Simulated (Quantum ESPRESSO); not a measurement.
A calculation with Quantum ESPRESSO 7.5 of Si (native input, structure typed inline):

pw.in

```
&CONTROL
  calculation = 'scf'
  prefix = 'pwscf'
  outdir = './tmp'
  pseudo_dir = './pseudo'
  tprnfor = .true.
  tstress = .true.
  disk_io = 'low'
/
&SYSTEM
  ibrav = 0
  nat = 2
  ntyp = 1
  ecutwfc = 55
  ecutrho = 440
  nbnd = 9
  occupations = 'smearing'
  smearing = 'fd'
  degauss = 0.00367493
/
&ELECTRONS
  conv_thr = 4d-10
  electron_maxstep = 120
  mixing_beta = 0.5
/
ATOMIC_SPECIES
Si    28.0850 Si.pbe-n-rrkjus_psl.1.0.0.UPF
CELL_PARAMETERS angstrom
  -2.3713723045    2.3713723045    1.3292653899
   2.3713723045   -2.3713723045    1.3292653899
   2.3713723045    2.3713723045   -1.3292653899
ATOMIC_POSITIONS crystal
Si     0.5000000000    0.5000000000    0.0000000000
Si     0.2500000000    0.7500000000    0.5000000000
K_POINTS automatic
11 11 11 0 0 0
```

pp_density.in

```
&INPUTPP
  prefix = 'pwscf'
  outdir = './tmp'
  filplot = 'density.dat'
  plot_num = 0
/
&PLOT
  nfile = 1
  filepp(1) = 'density.dat'
  iflag = 3
  output_format = 6
  fileout = 'density.cube'
/
```

File pp_potential.in:

```
&INPUTPP
  prefix = 'pwscf'
  outdir = './tmp'
  filplot = 'potential.dat'
  plot_num = 11
/
&PLOT
  nfile = 1
  filepp(1) = 'potential.dat'
  iflag = 3
  output_format = 6
  fileout = 'potential.cube'
/
```

Potentials or basis: SSSP 1.3 efficiency PBE.

The run is started by

```sh
$ OMP_NUM_THREADS=1 pw.x -in pw.in > pw.out
$ OMP_NUM_THREADS=1 pp.x -in pp_density.in > pp_density.out
$ OMP_NUM_THREADS=1 pp.x -in pp_potential.in > pp_potential.out
```

This isn't the form of Si at room conditions, which is diamond.

Task: Write the same calculation in another form: ASE script, structure from a POSCAR.

Result: As run:

run.py

```python
import numpy as np
from ase.calculators.espresso import Espresso, EspressoProfile
from ase.io import read

atoms = read('POSCAR')

input_data = {
    'control': {'calculation': 'scf', 'prefix': 'pwscf', 'outdir': './tmp', 'tprnfor': True, 'tstress': True, 'disk_io': 'nowf'},
    'system': {'ecutwfc': 55.0, 'ecutrho': 440.0, 'nbnd': 9, 'occupations': 'smearing', 'smearing': 'fd', 'degauss': 0.00367493},
    'electrons': {'conv_thr': 4e-10, 'electron_maxstep': 120, 'mixing_beta': 0.5},
}
pseudopotentials = {'Si': 'Si.pbe-n-rrkjus_psl.1.0.0.UPF'}
profile = EspressoProfile(command='pw.x', pseudo_dir='pseudo')
dft = Espresso(profile=profile, input_data=input_data, pseudopotentials=pseudopotentials, kpts=(11, 11, 11), koffset=(0, 0, 0))
atoms.calc = dft

print(f'energy {atoms.get_potential_energy():.8f} eV')
print('forces (eV/A)')
print(np.round(atoms.get_forces(), 6))
print('stress (eV/A^3, Voigt)')
print(np.round(atoms.get_stress(), 8))
print(f'Fermi level {dft.get_fermi_level():.4f} eV')
```

The input POSCAR:

```
Si
1.0
   -2.3713723045      2.3713723045      1.3292653899
    2.3713723045     -2.3713723045      1.3292653899
    2.3713723045      2.3713723045     -1.3292653899
Si
2
Direct
    0.5000000000      0.5000000000      0.0000000000
    0.2500000000      0.7500000000      0.5000000000
```

Potentials or basis: SSSP 1.3 efficiency PBE.

Run with:

```sh
$ OMP_NUM_THREADS=1 python run.py
```

Both were run:

|  | native input, structure typed inline | ASE script, structure from a POSCAR |
| --- | --- | --- |
| Pressure | 3.2 GPa | 3.2 GPa |
| Band gap on the k mesh | none (metal or under the smearing width) | none (metal or under the smearing width) |

Keys that steer only the numerical path or the files written may differ.
